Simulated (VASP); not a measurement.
# TiO2 (Rutile) (P4_2/mnm) in VASP: notebook

One crystal, TiO2 (Rutile), is run at these levels: r2SCAN, PBEsol; tasks: relaxation of cell and atoms.

All numbers are computed with VASP 6.6.1; they aren't measurements. Logs are shortened: lines on timing, memory, paths and dates and some standing lists are left out, and cuts for length are marked.

### 1 The crystal as given

The structure is tetragonal, space group P4_2/mnm (No. 136). Conventional cell: a = 4.592 Å, b = 4.592 Å, c = 2.957 Å, α = 90.00°, β = 90.00°, γ = 90.00°. Around Ti (site symmetry mmm) lie 6 O at 1.95 to 1.98 Å. O (site symmetry m2m) is surrounded by 3 Ti at 1.95 to 1.98 Å.

### 2 Relaxation of cell and atoms, r2SCAN

INCAR reads:

```
SYSTEM = TiO2
PREC = Accurate ; ENCUT = 600
EDIFF = 1E-6 ; ISMEAR = 0
SIGMA = 0.03 ; LREAL = .False.
LASPH = .True. ; NELM = 80
ALGO = Normal ; ISIF = 3
LWAVE = .False. ; LCHARG = .False.
METAGGA = R2SCAN ; LMIXTAU = .True.
IBRION = 2 ; NSW = 90
EDIFFG = -0.01 ; KPAR = 2
```

KPOINTS reads:

```
Automatic mesh
0
Gamma
  6 6 10
  0 0 0
```

POSCAR reads:

```
TiO2
1.0
    4.5922000000      0.0000000000      0.0000000000
    0.0000000000      4.5922000000      0.0000000000
    0.0000000000      0.0000000000      2.9574000000
Ti O
2 4
Direct
    0.0000000000      0.0000000000      0.0000000000
    0.5000000000      0.5000000000      0.5000000000
    0.3049600000      0.3049600000      0.0000000000
    0.1950400000      0.8049600000      0.5000000000
    0.6950400000      0.6950400000      0.0000000000
    0.8049600000      0.1950400000      0.5000000000
```

Potentials or basis: VASP PAW PBE potentials, release 64 (Ti_sv, O).

Command:

```console
$ cat potpaw_PBE.64/Ti_sv/POTCAR potpaw_PBE.64/O/POTCAR > POTCAR
$ mpirun -np 2 vasp_std > vasp.out
```

OUTCAR:

```text
SYSTEM = TiO2
   PREC = Accurate
   ENCUT = 600
   EDIFF = 1E-6
   ISMEAR = 0
   LREAL = .False.
   LASPH = .True.
   NELM = 80
   ISIF = 3
   METAGGA = R2SCAN
   IBRION = 2
   NSW = 90
   EDIFFG = -0.01

 ion  position               nearest neighbor table
   1  0.000  0.000  0.000-   4 1.95   6 1.95   4 1.95   6 1.95   5 1.98   3 1.98
   2  0.500  0.500  0.500-   3 1.95   5 1.95   3 1.95   5 1.95   4 1.98   6 1.98
   3  0.305  0.305  0.000-   2 1.95   2 1.95   1 1.98
   4  0.195  0.805  0.500-   1 1.95   1 1.95   2 1.98
   5  0.695  0.695  0.000-   2 1.95   2 1.95   1 1.98
   6  0.805  0.195  0.500-   1 1.95   1 1.95   2 1.98

  LATTYP: Found a simple tetragonal cell.
 ALAT       =     4.5922000000
 C/A-ratio  =     0.6440050520

  Lattice vectors:

 A1 = (   4.5922000000,   0.0000000000,   0.0000000000)
 A2 = (   0.0000000000,   4.5922000000,   0.0000000000)
 A3 = (   0.0000000000,   0.0000000000,   2.9574000000)

Analysis of symmetry for initial positions (statically):
=====================================================================
 Subroutine PRICEL returns:
 Original cell was already a primitive cell.

 Routine SETGRP: Setting up the symmetry group for a
 simple tetragonal supercell.

 Subroutine GETGRP returns: Found 16 space group operations
 (whereof  8 operations were pure point group operations)
 out of a pool of 16 trial point group operations.

The static configuration has the point symmetry D_2h.
 The point group associated with its full space group is D_4h.

Analysis of symmetry for dynamics (positions and initial velocities):
=====================================================================
 Subroutine PRICEL returns:
 Original cell was already a primitive cell.

 Routine SETGRP: Setting up the symmetry group for a
 simple tetragonal supercell.

 Subroutine GETGRP returns: Found 16 space group operations
 (whereof  8 operations were pure point group operations)
 out of a pool of 16 trial point group operations.

The dynamic configuration has the point symmetry D_2h.
 The point group associated with its full space group is D_4h.

 Subroutine INISYM returns: Found 16 space group operations
 (whereof  8 operations are pure point group operations),
 and found     1 'primitive' translations

----------------------------------------------------------------------------------------

                                     Primitive cell

  volume of cell :      62.3665

  direct lattice vectors                    reciprocal lattice vectors
[... 101 lines left out ...]
   ISIF   =      3    stress and relaxation
   ISYM   =      2    0-nonsym 1-usesym 2-fastsym
   POTIM  = 0.5000    time-step for ionic-motion
   TEBEG  =    0.0;   TEEND  =   0.0 temperature during run
   PSTRESS=    0.0 pullay stress
   NELECT =      48.0000    total number of electrons
   NUPDOWN=      -1.0000    fix difference up-down
   EMIN   =  10.00;   EMAX   =-10.00  energy-range for DOS
   EFERMI =   0.00;   METHOD = LEGACY
   ISMEAR =     0;   SIGMA  =   0.03  broadening in eV -4-tet -1-fermi 0-gaus
   EFERMI_NEDOS =   21; number of points for ismear=-14 and -15
   IALGO  =     38    algorithm
   IMIX   =      4    mixing-type and parameters
     AMIX     =   0.40;   BMIX     =  1.00
     AMIX_MAG =   1.60;   BMIX_MAG =  1.00
  volume/ion in A,a.u.               =      10.39        70.15
  Fermi-wavevector in a.u.,A,eV,Ry     =   1.500277  2.835112 30.624403  2.250830
  Thomas-Fermi vector in A             =   2.611798
   LORBIT       =      0    0 simple, 1 ext, 2 COOP (PROOUT), +10 PAW based schemes
   METAGGA = R2SCAN    functional components
   LHFCALC =     F    Hartree Fock is set to
   AEXX    =    0.0000 exact exchange contribution
   IVDW    =     0    specifies the selected vdW correction
   LEPSILON=     F    determine dielectric tensor
   LRPA    =     F    only Hartree local field effects (RPA)
 conjugate gradient relaxation of ions
 non-spin polarized calculation
 Gauss-broadening in eV      SIGMA  =   0.03
  energy-cutoff  :      600.00
  volume of cell :       62.37
 maximum number of plane-waves:      2102
 NGX is ok and might be reduce to    40
   NGX = 19   NGY = 19   NGZ = 11

--------------------------------------- Ionic step        1  -------------------------------------------

 number of electron      47.9999989 magnetization

 Free energy of the ion-electron system (eV)
  ---------------------------------------------------
  ext. energy  EPLUGINS =         0.00000000
  ---------------------------------------------------
  free energy    TOTEN  =       -69.80560682 eV

  energy without entropy =      -69.80560682  energy(sigma->0) =      -69.80560682

------------------------ aborting loop because EDIFF is reached ----------------------------------------

  FORCE on cell =-STRESS in cart. coord.  units (eV):
  Direction    XX          YY          ZZ          XY          YZ          ZX
  --------------------------------------------------------------------------------------
  -------------------------------------------------------------------------------------
  Total        0.4675211      0.4675211      0.5129809      0.0000000      0.0000000      0.0000000
  in kB       12.0104740     12.0104740     13.1783220      0.0000000      0.0000000      0.0000000
  external PRESSURE =      12.3997567 kB  Pullay stress =       0.0000000 kB
[... 147 lines left out ...]
--------------------------------------- Ionic step        5  -------------------------------------------

 number of electron      47.9999987 magnetization

 Free energy of the ion-electron system (eV)
  ---------------------------------------------------
  ext. energy  EPLUGINS =         0.00000000
  ---------------------------------------------------
  free energy    TOTEN  =       -69.80707912 eV

  energy without entropy =      -69.80707912  energy(sigma->0) =      -69.80707912

 E-fermi :   4.7821     XC(G=0): -12.1346

 val. band max:        4.5090323788   @ k =   0.0000   0.0000   0.0000
 cond. band min:       6.7237857039   @ k =   0.0000   0.0000   0.0000
 fundamental gap:      2.2147533251
 Fermi energy:         4.7821168772

 k-point     1 :       0.0000    0.0000    0.0000
  band No.  band energies     occupation
      1     -54.6556      2.00000
      2     -54.6380      2.00000
      3     -29.9181      2.00000
      4     -29.9181      2.00000
      5     -29.7429      2.00000
      6     -29.7429      2.00000
[... 733 lines left out ...]
     27       7.9937      0.00000
     28       7.9937      0.00000

 [... further k-points ...]
[... 5 lines left out ...]
  --------------------------------------------------------------------------------------
  -------------------------------------------------------------------------------------
  Total        0.0034332      0.0034332     -0.0162550      0.0000000      0.0000000      0.0000000
  in kB        0.0878000      0.0878000     -0.4156960      0.0000000      0.0000000      0.0000000
  external PRESSURE =      -0.0800320 kB  Pullay stress =       0.0000000 kB
[... 21 lines left out ...]
  FREE ENERGIE OF THE ION-ELECTRON SYSTEM (eV)
  ---------------------------------------------------
  free  energy   TOTEN  =       -69.8070791172 eV

  energy  without entropy=      -69.8070791172  energy(sigma->0) =      -69.80707912

 reached required accuracy - stopping structural energy minimisation
```

Run time: 10 min. Hardware: 2 MPI ranks of Intel Xeon Platinum 8488C (Sapphire Rapids), shared host; peak memory 0.26 GiB.

Results:

* Free energy: -69.8071 eV
* Relaxed volume: 10.44 Å³/atom
* Relaxed cell: a = 4.600 Å, b = 4.600 Å, c = 2.961 Å, α = 90.00°, β = 90.00°, γ = 90.00°
* Space group after relaxing (to 0.05 Å): P4_2/mnm (No. 136)
* Energy gained by relaxing: 0.2 meV/atom
* Ionic steps: 5
* Pressure after relaxing: 0.0 GPa
* Band gap on the k mesh: 2.21 eV, direct

The path:
| step | energy change (eV) | largest force (eV/Å) | pressure (GPa) | volume (Å³) |
| --- | --- | --- | --- | --- |
| 1 | 0.0000 | 0.0805 | 1.24 | 62.37 |
| 2 | 0.0014 | 0.0599 | -1.86 | 63.10 |
| 3 | -0.0014 | 0.0218 | -0.05 | 62.66 |
| 4 | -0.0014 | 0.0201 | -0.09 | 62.67 |
| 5 | -0.0015 | 0.0015 | -0.01 | 62.65 |

Final structure:
```cif
data_structure
_symmetry_space_group_name_H-M 'P 1'
_symmetry_Int_Tables_number 1
_cell_length_a 4.6001
_cell_length_b 4.6001
_cell_length_c 2.9607
_cell_angle_alpha 90.000
_cell_angle_beta 90.000
_cell_angle_gamma 90.000
_cell_volume 62.65
loop_
_atom_site_label
_atom_site_type_symbol
_atom_site_fract_x
_atom_site_fract_y
_atom_site_fract_z
_atom_site_occupancy
Ti1 Ti 0.00000 0.00000 0.00000 1
Ti2 Ti 0.50000 0.50000 0.50000 1
O1 O 0.30456 0.30456 0.00000 1
O2 O 0.19544 0.80456 0.50000 1
O3 O 0.69544 0.69544 0.00000 1
O4 O 0.80456 0.19544 0.50000 1
```

Caveat: the PAW data sets were made with another functional, which shifts forces and pressure a little. A k mesh can miss the band edges.

### 3 Relaxation of cell and atoms, r2SCAN

This run uses another cell than the first one, of 10.44 Å³/atom, 1.005 times its volume.

INCAR reads:

```
SYSTEM = TiO2
PREC = Accurate ; ENCUT = 600
EDIFF = 1E-7 ; ISMEAR = 0
SIGMA = 0.03 ; LREAL = .False.
LASPH = .True. ; NELM = 80
ALGO = Normal ; ISIF = 3
LWAVE = .False. ; LCHARG = .False.
METAGGA = R2SCAN ; LMIXTAU = .True.
IBRION = 2 ; NSW = 90
EDIFFG = -0.005 ; KPAR = 2
```

KPOINTS is that of step 2.

POSCAR reads:

```
TiO2                                    
1.0
    4.6000538409      0.0000000000      0.0000000000
    0.0000000000      4.6000538409      0.0000000000
    0.0000000000      0.0000000000      2.9607084869
  Ti              O             
     2     4
Direct
     0.0000000000000000    0.0000000000000000    0.0000000000000000
     0.5000000000000000    0.5000000000000000    0.5000000000000000
     0.3045575067002851    0.3045575067002851    1.0000000000000000
     0.1954424932997149    0.8045575067002851    0.5000000000000000
     0.6954424932997149    0.6954424932997149    0.0000000000000000
     0.8045575067002851    0.1954424932997149    0.5000000000000000
```

Potentials or basis: VASP PAW PBE potentials, release 64 (Ti_sv, O).

Command:

```console
$ cat potpaw_PBE.64/Ti_sv/POTCAR potpaw_PBE.64/O/POTCAR > POTCAR
$ mpirun -np 2 vasp_std > vasp.out
```

Wall time 2.8 min (2 MPI ranks of Intel Xeon Platinum 8488C (Sapphire Rapids), shared host); peak memory 0.25 GiB.

It converged, with:

- Free energy: -69.8079 eV
- Pressure after relaxing: 0.0 GPa
- Band gap on the k mesh: 2.21 eV, direct

Final structure:
```xyz
6
Lattice="4.6001 0.0000 0.0000 0.0000 4.6001 0.0000 0.0000 0.0000 2.9607" Properties=species:S:1:pos:R:3 pbc="T T T"
Ti    0.0000    0.0000    0.0000
Ti    2.3000    2.3000    1.4804
O     1.4010    1.4010    0.0000
O     0.8990    3.7010    1.4804
O     3.1991    3.1991    0.0000
O     3.7010    0.8990    1.4804
```

Levels at points of the mesh, in eV from the valence-band top:
| k point | band 21 | band 22 | band 23 | band 24 | band 25 | band 26 | band 27 | band 28 |
| --- | --- | --- | --- | --- | --- | --- | --- | --- |
| (0.00, 0.00, 0.00) | -0.77 | -0.49 | -0.49 | 0.00 | 2.21 | 2.54 | 2.76 | 2.86 |
| (0.50, 0.00, 0.00) | -1.71 | -1.71 | -0.77 | -0.77 | 2.90 | 2.90 | 3.38 | 3.38 |
| (0.50, 0.50, 0.00) | -1.39 | -1.39 | -1.13 | -1.13 | 2.25 | 2.25 | 2.88 | 2.88 |
| (0.00, 0.00, 0.50) | -2.39 | -2.39 | -1.48 | -1.48 | 3.32 | 3.32 | 3.56 | 3.56 |
| (0.50, 0.00, 0.50) | -2.07 | -2.07 | -1.09 | -1.09 | 2.28 | 2.28 | 3.58 | 3.58 |
| (0.50, 0.50, 0.50) | -1.31 | -1.31 | -0.72 | -0.72 | 2.95 | 2.95 | 3.58 | 3.58 |

Caveat: the relaxation stopped at its first step, so nothing moved; the PAW data sets were made with another functional, which shifts forces and pressure a little. r2SCAN opens gaps a little over a GGA but as a rule still falls short of measured ones.

### 4 Relaxation of cell and atoms, PBEsol

INCAR reads:

```
SYSTEM = TiO2
PREC     = Accurate       ! precision mode
ENCUT    = 600            ! plane-wave cutoff, eV
EDIFF    = 1E-6           ! SCF threshold, eV
ISMEAR   = 0              ! smearing method
SIGMA    = 0.03           ! smearing width, eV
LREAL    = .FALSE.        ! projectors in reciprocal space
LASPH    = .TRUE.         ! aspherical terms in the spheres
NELM     = 80             ! most SCF steps
ALGO     = Normal         ! electronic algorithm
ISIF     = 3              ! what is computed and relaxed
LWAVE    = .FALSE.        ! write WAVECAR
LCHARG   = .FALSE.        ! write CHGCAR
GGA      = PS             ! functional
IBRION   = 2              ! ionic algorithm
NSW      = 90             ! ionic steps
EDIFFG   = -0.01          ! ionic threshold
KPAR     = 2
```

KPOINTS reads:

```
Automatic mesh
0
G
  6 6 10
  0 0 0
```

POSCAR reads:

```
TiO2
1.0
    4.5922000000      0.0000000000      0.0000000000
    0.0000000000      4.5922000000      0.0000000000
    0.0000000000      0.0000000000      2.9574000000
Ti O
2 4
Direct
    0.0000000000      0.0000000000      0.0000000000
    0.5000000000      0.5000000000      0.5000000000
    0.3049600000      0.3049600000      0.0000000000
    0.1950400000      0.8049600000      0.5000000000
    0.6950400000      0.6950400000      0.0000000000
    0.8049600000      0.1950400000      0.5000000000
```

Potentials or basis: VASP PAW PBE potentials, release 64 (Ti_sv, O).

Command:

```console
$ cat potpaw_PBE.64/Ti_sv/POTCAR potpaw_PBE.64/O/POTCAR > POTCAR
$ mpirun -np 2 vasp_std > vasp.out
```

OUTCAR:

```text
SYSTEM = TiO2
   PREC = Accurate
   ENCUT = 600
   EDIFF = 1E-6
   ISMEAR = 0
   LREAL = .FALSE.
   LASPH = .TRUE.
   NELM = 80
   ISIF = 3
   GGA = PS
   IBRION = 2
   NSW = 90
   EDIFFG = -0.01

 ion  position               nearest neighbor table
   1  0.000  0.000  0.000-   4 1.95   6 1.95   4 1.95   6 1.95   5 1.98   3 1.98
   2  0.500  0.500  0.500-   3 1.95   5 1.95   3 1.95   5 1.95   4 1.98   6 1.98
   3  0.305  0.305  0.000-   2 1.95   2 1.95   1 1.98
   4  0.195  0.805  0.500-   1 1.95   1 1.95   2 1.98
   5  0.695  0.695  0.000-   2 1.95   2 1.95   1 1.98
   6  0.805  0.195  0.500-   1 1.95   1 1.95   2 1.98

  LATTYP: Found a simple tetragonal cell.
[... 315 lines left out ...]

 number of electron      47.9999990 magnetization

 Free energy of the ion-electron system (eV)
  ---------------------------------------------------
  ext. energy  EPLUGINS =         0.00000000
  ---------------------------------------------------
  free energy    TOTEN  =       -56.10775038 eV

  energy without entropy =      -56.10775038  energy(sigma->0) =      -56.10775038

 E-fermi :   4.9282     XC(G=0): -11.7353

 val. band max:        4.7900959128   @ k =   0.0000   0.0000   0.0000
 cond. band min:       6.6212535522   @ k =   0.0000   0.0000   0.0000
 fundamental gap:      1.8311576394
 Fermi energy:         4.9281685884

 k-point     1 :       0.0000    0.0000    0.0000
  band No.  band energies     occupation
      1     -51.8440      2.00000
      2     -51.8258      2.00000
      3     -28.2732      2.00000
      4     -28.2732      2.00000
      5     -28.1000      2.00000
      6     -28.1000      2.00000
[... 733 lines left out ...]
     27       7.9307      0.00000
     28       7.9307      0.00000

 [... further k-points ...]
[... 5 lines left out ...]
  --------------------------------------------------------------------------------------
  -------------------------------------------------------------------------------------
  Total        0.0109929      0.0109929      0.0044441      0.0000000      0.0000000      0.0000000
  in kB        0.2838829      0.2838829      0.1147665      0.0000000      0.0000000      0.0000000
  external PRESSURE =       0.2275108 kB  Pullay stress =       0.0000000 kB
[... 21 lines left out ...]
  FREE ENERGIE OF THE ION-ELECTRON SYSTEM (eV)
  ---------------------------------------------------
  free  energy   TOTEN  =       -56.1077503791 eV

  energy  without entropy=      -56.1077503791  energy(sigma->0) =      -56.10775038

 reached required accuracy - stopping structural energy minimisation
```

OSZICAR:

```text
N       E                     dE             d eps       ncg     rms          rms(c)
DAV:   1     0.718765127232E+03    0.71877E+03   -0.27186E+04  3360   0.223E+03
DAV:   2     0.621835984727E+02   -0.65658E+03   -0.63693E+03  3572   0.618E+02
[... 37 lines left out ...]
DAV:   1    -0.561081620041E+02   -0.99301E-03   -0.24243E-01  3364   0.439E+00    0.262E-01
DAV:   2    -0.561080495864E+02    0.11242E-03   -0.94036E-03  4220   0.824E-01    0.145E-01
DAV:   3    -0.561078062887E+02    0.24330E-03   -0.13683E-03  4688   0.246E-01    0.666E-02
DAV:   4    -0.561077492395E+02    0.57049E-04   -0.36043E-04  5136   0.166E-01    0.298E-02
DAV:   5    -0.561077493427E+02   -0.10321E-06   -0.36921E-05  4364   0.528E-02    0.182E-02
DAV:   6    -0.561077503484E+02   -0.10057E-05   -0.84815E-06  4820   0.257E-02    0.423E-03
DAV:   7    -0.561077503791E+02   -0.30744E-07   -0.75378E-07  2132   0.664E-03
   4 F= -.56107750E+02 E0= -.56107750E+02  d E =-.580587E-03
```

CONTCAR:

```text
TiO2
   1.00000000000000
     4.5924156964959817    0.0000000000000000    0.0000000000000000
     0.0000000000000000    4.5924156964959817    0.0000000000000000
     0.0000000000000000    0.0000000000000000    2.9417133051080326
  Ti              O
     2     4
Direct
     1.0000000000000000    1.0000000000000000    0.0000000000000000
     0.5000000000000000    0.5000000000000000    0.5000000000000000
     0.3042848952318485    0.3042848952318485    1.0000000000000000
     0.1957151047681514    0.8042848952318487    0.5000000000000000
     0.6957151047681513    0.6957151047681513    0.0000000000000000
     0.8042848952318487    0.1957151047681514    0.5000000000000000

  0.00000000E+00  0.00000000E+00  0.00000000E+00
  0.00000000E+00  0.00000000E+00  0.00000000E+00
  0.00000000E+00  0.00000000E+00  0.00000000E+00
  0.00000000E+00  0.00000000E+00  0.00000000E+00
  0.00000000E+00  0.00000000E+00  0.00000000E+00
  0.00000000E+00  0.00000000E+00  0.00000000E+00
```

It took 3.7 min on 2 MPI ranks of Intel Xeon Platinum 8488C (Sapphire Rapids), shared host; peak memory 0.25 GiB.

Results:

```
Free energy                            : -56.1078 eV
Relaxed volume                         : 10.34 Å³/atom
Relaxed cell                           : a = 4.592 Å, b = 4.592 Å, c = 2.942 Å, α = 90.00°, β = 90.00°, γ = 90.00°
Space group after relaxing (to 0.05 Å) : P4_2/mnm (No. 136)
Energy gained by relaxing              : 0.5 meV/atom
Ionic steps                            : 4
Pressure after relaxing                : 0.0 GPa
Largest force after relaxing           : 0.006 eV/Å
Band gap on the k mesh                 : 1.83 eV, direct
```

Forces in eV/Å, atoms in the order of the input:
```
Ti   0.000  0.000  0.000
Ti   0.000  0.000  0.000
O    0.004  0.004  0.000
O   -0.004  0.004  0.000
O   -0.004 -0.004  0.000
O    0.004 -0.004  0.000
```

The path:
```csv
step,energy change (eV),largest force (eV/Å),pressure (GPa),volume (Å³)
1,0.0000,0.0539,-1.26,62.37
2,-0.0005,0.0656,1.75,61.63
3,-0.0023,0.0597,0.34,61.98
4,-0.0029,0.0055,0.02,62.04
```

Final structure:
```xyz
6
Lattice="4.5924 0.0000 0.0000 0.0000 4.5924 0.0000 0.0000 0.0000 2.9417" Properties=species:S:1:pos:R:3 pbc="T T T"
Ti    4.5924    4.5924    0.0000
Ti    2.2962    2.2962    1.4709
O     1.3974    1.3974    2.9417
O     0.8988    3.6936    1.4709
O     3.1950    3.1950    0.0000
O     3.6936    0.8988    1.4709
```

Levels at points of the mesh, in eV from the valence-band top:
```tsv
k point	band 22	band 23	band 24	band 25	band 26	band 27
(0.00, 0.00, 0.00)	-0.46	-0.46	0.00	1.83	2.11	2.40
(0.50, 0.00, 0.00)	-1.64	-0.76	-0.76	2.51	2.51	3.04
(0.50, 0.50, 0.00)	-1.30	-1.09	-1.09	1.87	1.87	2.53
(0.00, 0.00, 0.50)	-2.43	-1.45	-1.45	2.98	2.98	3.22
(0.50, 0.00, 0.50)	-2.08	-1.06	-1.06	1.88	1.88	3.24
(0.50, 0.50, 0.50)	-1.31	-0.68	-0.68	2.59	2.59	3.20
```

Caveat: the PAW data sets were made with another functional, which shifts forces and pressure a little.

[end of part 1 of 2]
